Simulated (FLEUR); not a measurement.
**Ge: equation of state with SCAN**

**Experimental background.**

“Sub-monolayer structures of Ag overlayers on Ge(111): experimental observations and first-principles study”, 2019, arxiv:1908.00180 quotes, for a bulk crystal of Ge: bulk modulus 75.8 GPa.

The system is Ge.

```
Ge
1.0
     0.00000    2.82891    2.82891
     2.82891    0.00000    2.82891
     2.82891    2.82891    0.00000
Ge
2
Direct
  0.75000 0.75000 0.75000
  0.50000 0.50000 0.50000
```

* Program: FLEUR MaX-R8.1 (later development tree)
* Task: equation of state
* Functional: SCAN
* Potentials or basis: all-electron
* Basis: FLAPW
* Kmax: 4.71 1/bohr
* k mesh: 8 × 8 × 8
* Occupations: fermi-dirac, width 0.05 eV
* Spin: no spin polarisation

```yaml
Equilibrium_volume: 22.78 Å³/atom
Bulk_modulus: 70 GPa
```

Energy against volume, from the lowest point:
```
volume (Å³/atom)  energy (meV/atom)
          21.281              24.43
          21.733              11.28
          22.639               0.00
          23.545               5.02
          23.997              12.68
```

A measured bulk modulus of Ge is 75.8 GPa (quoted in “Sub-monolayer structures of Ag overlayers on Ge(111): experimental observations and first-principles study”, 2019, arxiv:1908.00180); the calculated 70 GPa misses it by -7.4 %. The fit is for a static lattice scaled at fixed shape and fixed fractional positions. The cell as given is a measured one (22.64 Å³/atom); SCAN puts the equilibrium volume +0.6 % from it, thermal expansion not counted.

Caveat: the meta-GGA is that of a development version, with a GGA for the radial functions and cores and without core tails.
